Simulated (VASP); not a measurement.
A run of VASP 6.6.1 is set up as follows.

Contents of INCAR:

```
  ALGO = Normal
  DIPOL = 0.5 0.5 0.500
  EDIFF = 1E-6
  ENCUT = 900
  GGA = PE
  IDIPOL = 3
  ISIF = 2
  ISMEAR = -1
  LASPH = T
  LCHARG = F
  LDIPOL = T
  LREAL = F
  LWAVE = F
  NELM = 100
  PREC = Accurate
  SIGMA = 0.05
```

The input KPOINTS:

```
k-points
0
Gamma
  9 9 1
```

The input POSCAR:

```
C
1.0
    2.4560959400      0.0000000000      0.0000000000
   -1.2280479700      2.1270618200      0.0000000000
    0.0000000000      0.0000000000     25.8049153298
C
8
Direct
    0.5833794600      0.1667589200      0.2906423022
    0.9166205400      0.8332410800      0.2906423022
    0.0833794600      0.1667589200      0.4313770236
    0.4166205400      0.8332410800      0.4313770236
    0.5833794600      0.1667589200      0.5686229764
    0.9166205400      0.8332410800      0.5686229764
    0.0833794600      0.1667589200      0.7093576978
    0.4166205400      0.8332410800      0.7093576978
```

Potentials or basis: VASP PAW PBE potentials, release 64 (C_h).

Run with:

```sh
$ cat potpaw_PBE.64/C_h/POTCAR > POTCAR
$ mpirun -np 1 vasp_std > vasp.out
```

Problem. What does it give for the band gap on the k mesh?

Solution. 0.08 eV, direct.

Problem. Estimate the largest force.

Solution. 0.027 eV/Å.

Forces in eV/Å, atoms in the order of the input:
```
C    0.000 -0.020 -0.017
C    0.000  0.020 -0.017
C    0.000 -0.023 -0.011
C    0.000  0.023 -0.011
C    0.000 -0.023  0.011
C    0.000  0.023  0.011
C    0.000 -0.020  0.017
C    0.000  0.020  0.017
```

 PBE gaps usually lie below the measured ones, often by a third to a half.
